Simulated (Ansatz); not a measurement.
Zone-centre phonons of SrO at -1 GPa: input and output

All numbers below come from DFT PBE, scalar-relativistic, plane waves, PAW in Ansatz 0.2.0.

Launched with:
```bash
ansatz run input.yaml --threads 1 --pin off --max-ram 1228MiB --backend cpu --events-out ev --progress --plain --runs-dir out
```

Input (bare energies are in eV):
```yaml
crystal:
  lattice:
    - [0.0, 2.6080418348, 2.6080418348]
    - [2.6080418348, 0.0, 2.6080418348]
    - [2.6080418348, 2.6080418348, 0.0]
  atoms:
    - { symbol: Sr, position: [0.0, 0.0, 0.0] }
    - { symbol: O, position: [0.5, 0.5, 0.5] }
basis:
  ecutwfc: 420
kpoints:
  mp_grid: { grid: [8, 8, 8] }
hamiltonian:
  xc: pbe
scf:
  occupations: { method: fixed }
output:
  eigenvalues: true
phonons:
  method: dfpt
  dielectric: true
  rigid_motions: translations
  eigenvectors: true
```

The end of the output:
```
--- Phonons (Γ-DFPT): 2 representative perturbations + reference, on 59 of 512 k-points (Σ response iterations 6) ---
  k mesh reduced under 8 symmetry operations, with k and −k counted as one. Each operation leaves every solved perturbation unchanged. A smaller set is not considered because the run solves the response ...
  ASR residual: 3.370e-5 → 0.000e0 eV/Å²; symmetrization residual: 1.490e-6 eV/Å²
  ASR residual per site (eV/Å²): 1.96e-5 3.37e-5
  Γ frequencies (cm⁻¹): 0.00 0.00 0.00 182.04 182.04 182.04
  ε∞ (high-frequency dielectric tensor):
        3.784883     0.000000    -0.000000
        0.000000     3.784883    -0.000000
       -0.000000    -0.000000     3.784883
  ε⁰ (static dielectric tensor: ions relaxed, cell fixed):
       22.062839    -0.000000     0.000000
       -0.000000    22.062839    -0.000000
        0.000000    -0.000000    22.062839
  ε⁰ − ε∞ (ionic part):
       18.277956    -0.000000     0.000000
       -0.000000    18.277956    -0.000000
        0.000000    -0.000000    18.277956
  softest optical mode at Γ: 182.04 cm⁻¹; the repairs (sum rule, projections) moved no ω² at Γ by more than (0.85 cm⁻¹)²
  Born effective charges Z* (e; rows j = field, columns β = displacement):
    site 0:
         2.43071   -0.00000    0.00000
        -0.00000    2.43071   -0.00000
        -0.00000   -0.00000    2.43071
    site 1:
        -2.43071    0.00000   -0.00000
         0.00000   -2.43071    0.00000
         0.00000    0.00000   -2.43071
  Z* charge neutrality: 1.352e-3 e pre-enforcement
  solved inside a basis spanned on kpoints, on 8×8×8 k-points, its susceptibility summed on 12×12×12: ε∞ is read to err by 9.4e-3, Z* by 1.2e-2 e (field_mesh: kpoints solves on kpoints); Z* is corrected for ...
  optical modes at Γ without the LO–TO term, one row a degenerate level:
      ω (cm⁻¹) modes IR ((D/Å)²/amu)
        182.04      3            30.2268
  optical modes at Γ + LO–TO along q̂ = [1.0000, 0.0000, 0.0000]:
      ω (cm⁻¹) modes IR ((D/Å)²/amu)
        182.04      2            20.1512
        439.51      1            10.0756
  optical modes at Γ + LO–TO along q̂ = [0.0000, 1.0000, 0.0000]:
      ω (cm⁻¹) modes IR ((D/Å)²/amu)
        182.04      2            20.1512
        439.51      1            10.0756
  optical modes at Γ + LO–TO along q̂ = [0.0000, 0.0000, 1.0000]:
      ω (cm⁻¹) modes IR ((D/Å)²/amu)
        182.04      2            20.1512
        439.51      1            10.0756
```

Time: 28 s on 1 thread of Arm Neoverse V2, with other jobs on the host, peak memory 0.4 GiB.